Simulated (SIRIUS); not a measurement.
# Ta (Im-3m) in SIRIUS: further runs

Aim: see how the results for Ta move with the level of theory and the settings. Levels: PBE+D4, LDA. Tasks: equation of state.

All numbers are computed with SIRIUS 7.12.0; they aren't measurements. Logs are shortened: lines on timing, memory, paths and dates and some standing lists are left out, and cuts for length are marked. The log counts tension as positive stress, the text compression.

**What was measured.**

“Pressure effects on the electronic structure and superconductivity of (TaNb)0.67(HfZrTi)0.33 high entropy alloy”, 2019, arxiv:1910.08312 quotes, for a bulk crystal of Ta: bulk modulus 194 GPa.

From “Refinement of the equation of state of tantalum”, 2004, arxiv:cond-mat/0403080, for a bulk crystal of Ta: bulk modulus 194 GPa.

How close the calculation comes is told below.

## Step 1: The crystal as given

It takes space group Im-3m (No. 229, cubic). Conventional cell: a = 3.303 Å, b = 3.303 Å, c = 3.303 Å, α = 90.00°, β = 90.00°, γ = 90.00°. Ta (site symmetry m-3m) has 8 Ta at 2.86 Å as nearest neighbours.

## Step 2: Equation of state, PBE+D4

Contents of run.py:

```python
import json, subprocess
import numpy as np
from ase.io import read
from ase.units import Bohr, Hartree
from ase.calculators.calculator import Calculator, all_changes, SCFError
from ase.eos import EquationOfState
from ase.units import GPa
from ase.calculators.mixing import SumCalculator
from dftd4.ase import DFTD4

class Sirius(Calculator):
    """Writes sirius.json, runs sirius.scf and reads output.json. Species files lie in the folder."""
    implemented_properties = ["energy", "free_energy", "forces", "magmom", "magmoms"]

    def __init__(self, settings, start):
        super().__init__()
        self.settings, self.start, self.warm = settings, start, False

    def run(self, atoms, settings, task):
        symbols = atoms.get_chemical_symbols()
        types = sorted(set(symbols))
        spin = settings["parameters"]["num_mag_dims"] > 0
        rows = {t: [] for t in types}
        for s, x, m in zip(symbols, atoms.get_scaled_positions(wrap=False), atoms.get_initial_magnetic_moments()):
            rows[s].append(list(x) + ([0, 0, m] if spin else []))
        cell = dict(lattice_vectors=(atoms.cell[:] / Bohr).tolist(), atom_types=types,
                    atom_files={t: t + ".json" for t in types}, atoms=rows)
        with open("sirius.json", "w") as f:
            json.dump(dict(settings, unit_cell=cell), f, indent=1)
        with open("sirius.log", "a") as log:
            subprocess.run(["sirius.scf", "--input=sirius.json", "--output=output.json", f"--task={task}"],
                           stdout=log, stderr=log, check=True)
        with open("output.json") as f:
            return json.load(f)["ground_state"], np.argsort(np.argsort(symbols, kind="stable"))

    def calculate(self, atoms=None, properties=["energy"], system_changes=all_changes):
        super().calculate(atoms, properties, system_changes)
        if not self.warm or "cell" in system_changes:
            loose = dict(self.settings, parameters={**self.settings["parameters"], **self.start})
            self.run(atoms, loose, task=0)  # loose LDA density as the start
            self.warm = True
        gs, order = self.run(atoms, self.settings, task=1)
        if not gs["converged"]:
            raise SCFError("SIRIUS did not converge")
        e = gs["energy"]
        free = e["free"] * Hartree  # E - TS, whose slope the forces are
        self.results = dict(energy=free, free_energy=free,
                            forces=np.array(gs["forces"])[order] * Hartree / Bohr)
        if "magnetisation" in gs:
            self.results["magmom"] = gs["magnetisation"]["total"][2]
            self.results["magmoms"] = np.array(gs["magnetisation"]["atoms"])[order, 2]
        self.gap, self.fermi = gs["band_gap"] * Hartree, gs["efermi"] * Hartree

settings = {'control': {'processing_unit': 'cpu',
             'std_evp_solver_name': 'lapack',
             'gen_evp_solver_name': 'lapack',
             'verbosity': 1,
             'print_forces': True,
             'ortho_rf': True,
             'use_second_variation': True,
             'rmt_max': 3.0},
 'parameters': {'electronic_structure_method': 'full_potential_lapwlo',
                'xc_functionals': ['XC_GGA_X_PBE', 'XC_GGA_C_PBE'],
                'core_relativity': 'dirac',
                'valence_relativity': 'iora',
                'num_fv_states': 22,
                'smearing': 'fermi_dirac',
                'smearing_width': 0.0018374661,
                'pw_cutoff': 20,
                'gk_cutoff': 3.54,
                'lmax_apw': 11,
                'lmax_rho': 8,
                'lmax_pot': 8,
                'num_mag_dims': 0,
                'auto_rmt': 0,
                'ngridk': [11, 11, 11],
                'shiftk': [0, 0, 0],
                'num_dft_iter': 80,
                'energy_tol': 1e-07,
                'density_tol': 1e-05,
                'use_symmetry': True},
 'settings': {'tol_ne': 1e-10},
 'iterative_solver': {'type': 'exact'},
 'mixer': {'type': 'anderson', 'beta': 0.5, 'max_history': 8}}
start = {'xc_functionals': ['XC_LDA_X', 'XC_LDA_C_PW'],
 'ngridk': [4, 4, 4],
 'gk_cutoff': 2.83,
 'smearing': 'fermi_dirac',
 'smearing_width': 0.0055,
 'energy_tol': 0.01,
 'density_tol': 0.05,
 'num_dft_iter': 30}

atoms = read("Ta.xyz")
sirius = Sirius(settings, start)
dispersion = DFTD4(method="pbe")
atoms.calc = SumCalculator([sirius, dispersion])

cell = atoms.cell.copy()
volumes, energies = [], []
for x in [0.94, 0.96, 0.98, 1.0, 1.02, 1.04, 1.06]:
    atoms.set_cell(cell * x ** (1 / 3), scale_atoms=True)
    volumes.append(atoms.get_volume() / len(atoms))
    energies.append(atoms.get_potential_energy() / len(atoms))
    print(f"{volumes[-1]:10.4f} A^3/atom {energies[-1]:16.6f} eV/atom")
eos = EquationOfState(volumes, energies, eos="birchmurnaghan")
v0, e0, b0 = eos.fit()
print(f"V0 {v0:.4f} A^3/atom, B0 {b0 / GPa:.2f} GPa, B0' {eos.eos_parameters[2]:.2f}")
result = dict(volumes=volumes, energies=energies)
result.update(gap=sirius.gap, fermi=sirius.fermi, **{k: np.array(v).tolist() for k, v in sirius.results.items() if "mag" in k})
result['dispersion'] = dispersion.get_potential_energy(atoms)
with open("result.json", "w") as f:
    json.dump(result, f)
```

Contents of Ta.xyz:

```xyz
1
Lattice="-1.6512800000 1.6512800000 1.6512800000 1.6512800000 -1.6512800000 1.6512800000 1.6512800000 1.6512800000 -1.6512800000" Properties=species:S:1:pos:R:3 pbc="T T T"
Ta     0.0000000000      0.0000000000      0.0000000000
```

Potentials or basis: all-electron FP-LAPW, apw+lo standard.

The run is started by

```sh
$ OMP_NUM_THREADS=1 python run.py
```

Standard output:

```text
16.9297 A^3/atom   -425208.620389 eV/atom
   17.2899 A^3/atom   -425208.645333 eV/atom
   17.6501 A^3/atom   -425208.659120 eV/atom
   18.0104 A^3/atom   -425208.663129 eV/atom
   18.3706 A^3/atom   -425208.658018 eV/atom
   18.7308 A^3/atom   -425208.644794 eV/atom
   19.0910 A^3/atom   -425208.624567 eV/atom
V0 17.9854 A^3/atom, B0 200.21 GPa, B0' 3.86
```

sirius.log (last run):

```text
[info] SIRIUS version : 7.12.0
[info] number of MPI ranks           : 1
[info] MPI grid                      : 1 1
[info] maximum number of OMP threads : 1
[fft] FFT context for density and potential
[fft] =====================================
[fft]   plane wave cutoff                     : 20
[fft]   grid size                             : 40 40 40   total : 64000
[fft]   grid limits                           : -19 20   -19 20   -19 20
[fft]   number of G-vectors within the cutoff : 17549
[fft]   number of G-shells                    : 474
[fft] FFT context for coarse grid
[fft] =====================================
[fft]   plane wave cutoff                     : 7.08
[fft]   grid size                             : 15 15 15   total : 3375
[fft]   grid limits                           : -7 7   -7 7   -7 7
[fft]   number of G-vectors within the cutoff : 767
[fft]   number of G-shells                    : 32
[unit cell] lattice vectors
[unit cell]   a1 :      -3.1816681214      3.1816681214      3.1816681214
[unit cell]   a2 :       3.1816681214     -3.1816681214      3.1816681214
[unit cell]   a3 :       3.1816681214      3.1816681214     -3.1816681214
[unit cell] reciprocal lattice vectors
[unit cell]   b1 :      -0.0000000000      0.9874042589      0.9874042589
[unit cell]   b2 :       0.9874042589     -0.0000000000      0.9874042589
[unit cell]   b3 :       0.9874042589      0.9874042589     -0.0000000000
[unit cell] unit cell volume :       128.83225873 [a.u.^3]
[unit cell] 1/sqrt(omega)    :         0.08810239
[unit cell] MT volume        :        73.62217664 (57.15%)
[unit cell] IT volume        :        55.21008209 (42.85%)
[unit cell] number of atom types : 1
[unit cell] type id : 0 symbol : Ta mt_radius :   2.600000 num_atoms : 1
[unit cell] total number of atoms : 1
[unit cell] number of symmetry classes : 1
[unit cell] minimum bond length:     5.510811
[sym] space group number   : 229
[sym] international symbol : Im-3m
[sym] Hall symbol          : -I 4 2 3
[sym] space group transformation matrix :
[sym]  -0.5000  0.5000  0.5000
[sym]   0.5000 -0.5000  0.5000
[sym]   0.5000  0.5000 -0.5000
[sym] space group origin shift :
[sym]   0.0000  0.0000  0.0000
[sym] number of space group operations  : 48
[sym] number of magnetic group operations : 48
[sym] metric tensor error: 3.5527e-15
[sym] rotation matrix error: 4.4409e-16
[atom type] label          : Ta
[... 115 lines left out ...]
| restart SCF ground state |
+--------------------------+
[print_info] total number of k-points : 56
[print_info] --------------------------------------------------------------------------------
[print_info]   ik                vk                    weight  num_gkvec   gklo_basis_size
[print_info] --------------------------------------------------------------------------------
[print_info]    0   0.0000   0.0000   0.0000         0.000751         87               164
[print_info]    1   0.0909   0.0000   0.0000         0.009016         87               164
[print_info]    2   0.1818   0.0000   0.0000         0.009016         93               170
[print_info]    3   0.2727   0.0000   0.0000         0.009016         97               174
[print_info]    4   0.3636   0.0000   0.0000         0.009016         99               176
[print_info]    5   0.4545   0.0000   0.0000         0.009016         97               174
[... 48 lines left out ...]
[print_info]   54  -0.4545  -0.4545   0.3636         0.006011        104               181
[print_info]   55  -0.4545   0.4545   0.4545         0.004508        100               177
[find] density tolerance         : 1e-05
[find] total energy tolerance    : 1e-07
[find] iter_solver_tol (initial) : 0.01
[find] iter_solver_tol (target)  : 1e-13
[find] num_dft_iter              : 80
Charges and magnetic moments
atom      charge    core leakage
   0   71.101258    0.000000e+00

total core leakage    : 0.00000000e+00
interstitial charge   : 1.898738
total charge          : 72.999996
[find] Charges and magnetic moments
[find] --------------------------------------------------------------------------------
[find] atom      charge    core leakage
[find] --------------------------------------------------------------------------------
[find]    0   71.093547    8.133886e-07
[find] total core leakage    : 8.13388563e-07
[find] interstitial charge   : 1.906449
[find] total charge          : 72.999996
[find] Energy
[find] --------------------------------------------------------------------------------
[find] valence_eval_sum               :     -12.61657943
[find] core_eval_sum                  :   -9547.50799741
[find] kinetic energy                 :   17533.38618041
[find] enuc                           :  -19504.35287972
[find] <rho|V^{XC}>                   :    -415.45509722
[find] <rho|E^{XC}>                   :    -317.55931412
[find] <mag|B^{XC}>                   :       0.00000000
[... 28 lines left out ...]
[find] valence_eval_sum               :     -11.95976791
[find] core_eval_sum                  :   -9545.82823953
[find] kinetic energy                 :   17541.86728573
[find] enuc                           :  -19508.31087416
[find] <rho|V^{XC}>                   :    -415.49856405
[find] <rho|E^{XC}>                   :    -317.59539809
[find] <mag|B^{XC}>                   :       0.00000000
[find] <rho|V^{H}>                    :  -26684.15672912
[find] smearing (-TS)                 :      -0.00041179
[find] SCF correction                 :      -0.00002220
[find] Total energy                   :  -15626.11737329 (Ha),  -31252.23474658 (Ry)
[find] Free energy (E-TS)             :  -15626.11778509 (Ha),  -31252.23557017 (Ry)
[find] band gap (eV)                  :       0.00000000
[find] Efermi                         :       0.39074401
[find] iteration : 6, RMS (target) : 1.4701e-06 (1.0000e-05) , energy difference (target) : -2.4655e-08 (1.0000e-07)
[find] converged after 7 SCF iterations!
[find] Charges and magnetic moments
[find] --------------------------------------------------------------------------------
[find] atom      charge    core leakage
[find] --------------------------------------------------------------------------------
[find]    0   71.087897    8.166828e-07
[find] total core leakage    : 8.16682813e-07
[find] interstitial charge   : 1.912099
[find] total charge          : 72.999996
[find] Energy
[find] --------------------------------------------------------------------------------
[find] valence_eval_sum               :     -11.95976791
[find] core_eval_sum                  :   -9545.82823953
[find] kinetic energy                 :   17541.86728573
[find] enuc                           :  -19508.31087416
[find] <rho|V^{XC}>                   :    -415.49856405
[find] <rho|E^{XC}>                   :    -317.59539809
[find] <mag|B^{XC}>                   :       0.00000000
[find] <rho|V^{H}>                    :  -26684.15672912
[find] smearing (-TS)                 :      -0.00041179
[find] SCF correction                 :      -0.00002220
[find] Total energy                   :  -15626.11737329 (Ha),  -31252.23474658 (Ry)
[find] Free energy (E-TS)             :  -15626.11778509 (Ha),  -31252.23557017 (Ry)
[find] band gap (eV)                  :       0.00000000
[find] Efermi                         :       0.39074401
[ground_state]
[ground_state] ==== total Forces in Ha/bohr =====
[ground_state] atom:    0, force:       0.0000000      0.0000000      0.0000000
```

Ta.json:

```text
{
  "name": "tantalum",
  "symbol": "Ta",
  "number": 73,
  "mass": 180.94788,
  "rmin": 1e-06,
  "rmt": 2.6,
  "nrmt": 800,
  "rinf": 15.8,
  "core": "1s2s2p3s3p3d4s4p4d",
  "valence": [
    {"basis": [{"enu": 0.2, "dme": 0, "n": 0, "auto": 0}, {"enu": 0.2, "dme": 1, "n": 0, "auto": 0}]},
    {"l": 0, "n": 1, "basis": [{"enu": 0.3, "dme": 0, "n": 0, "auto": 0}]},
    {"l": 1, "n": 2, "basis": [{"enu": 0.3, "dme": 0, "n": 0, "auto": 0}]},
    {"l": 2, "n": 3, "basis": [{"enu": 0.3, "dme": 0, "n": 0, "auto": 0}]},
    {"l": 3, "n": 4, "basis": [{"enu": 0.3, "dme": 0, "n": 0, "auto": 0}]},
    {"l": 4, "n": 5, "basis": [{"enu": 0.3, "dme": 0, "n": 0, "auto": 0}]}
  ],
  "lo": [
    {"l": 0, "basis": [{"enu": 0.3, "dme": 0, "n": 0, "auto": 0}, {"enu": 0.3, "dme": 1, "n": 0, "auto": 0}]},
    {
      "l": 0,
      "basis": [{"enu": -2.2372, "dme": 0, "n": 5, "auto": 1}, {"enu": -2.2372, "dme": 1, "n": 5, "auto": 1}]
    },
    {"l": 0, "basis": [{"enu": -2.2372, "dme": 1, "n": 5, "auto": 1}, {"enu": 0.3, "dme": 0, "n": 0, "auto": 0}]},
    {"l": 0, "basis": [{"enu": 0.3, "dme": 0, "n": 0, "auto": 0}, {"enu": 2.6669, "dme": 0, "n": 0, "auto": 0}]},
    {"l": 1, "basis": [{"enu": 0.3, "dme": 0, "n": 0, "auto": 0}, {"enu": 0.3, "dme": 1, "n": 0, "auto": 0}]},
    {
      "l": 1,
      "basis": [{"enu": -1.0103, "dme": 0, "n": 5, "auto": 1}, {"enu": -1.0103, "dme": 1, "n": 5, "auto": 1}]
    },
    {"l": 1, "basis": [{"enu": -1.0103, "dme": 1, "n": 5, "auto": 1}, {"enu": 0.3, "dme": 0, "n": 0, "auto": 0}]},
    {"l": 1, "basis": [{"enu": 0.3, "dme": 0, "n": 0, "auto": 0}, {"enu": 3.0219, "dme": 0, "n": 0, "auto": 0}]},
    {"l": 2, "basis": [{"enu": 0.3, "dme": 0, "n": 0, "auto": 0}, {"enu": 0.3, "dme": 1, "n": 0, "auto": 0}]},
    {"l": 2, "basis": [{"enu": 0.3, "dme": 1, "n": 0, "auto": 0}, {"enu": 0.3, "dme": 2, "n": 0, "auto": 0}]},
    {"l": 2, "basis": [{"enu": 0.3, "dme": 0, "n": 0, "auto": 0}, {"enu": 2.6077, "dme": 0, "n": 0, "auto": 0}]},
    {"l": 3, "basis": [{"enu": 0.3, "dme": 0, "n": 0, "auto": 0}, {"enu": 0.3, "dme": 1, "n": 0, "auto": 0}]},
    {
      "l": 3,
      "basis": [{"enu": -0.4847, "dme": 0, "n": 4, "auto": 1}, {"enu": -0.4847, "dme": 1, "n": 4, "auto": 1}]
    },
    {"l": 3, "basis": [{"enu": -0.4847, "dme": 1, "n": 4, "auto": 1}, {"enu": 0.3, "dme": 0, "n": 0, "auto": 0}]},
    {"l": 3, "basis": [{"enu": 0.3, "dme": 0, "n": 0, "auto": 0}, {"enu": 3.732, "dme": 0, "n": 0, "auto": 0}]},
    {"l": 4, "basis": [{"enu": 0.3, "dme": 0, "n": 0, "auto": 0}, {"enu": 0.3, "dme": 1, "n": 0, "auto": 0}]},
    {"l": 4, "basis": [{"enu": 0.3, "dme": 0, "n": 0, "auto": 0}, {"enu": 3.1402, "dme": 0, "n": 0, "auto": 0}]}
  ],
  "free_atom": [... radial grid and density of the free atom, the start of the SCF ...]
}
```

Run time: 5 min. Hardware: 1 thread of Arm Neoverse V1, shared host; peak memory 0.35 GiB.

What came out:

* Equilibrium volume: 17.98 Å³/atom
* Bulk modulus: 200 GPa
* Pressure derivative of the bulk modulus: 4.4

Energy against volume, from the lowest point:
```tsv
volume (Å³/atom)	energy (meV/atom)
16.930	42.74
17.290	17.80
17.650	4.01
18.010	0.00
18.371	5.11
18.731	18.33
19.091	38.56
```

(Part 1 of 4 ends here.)
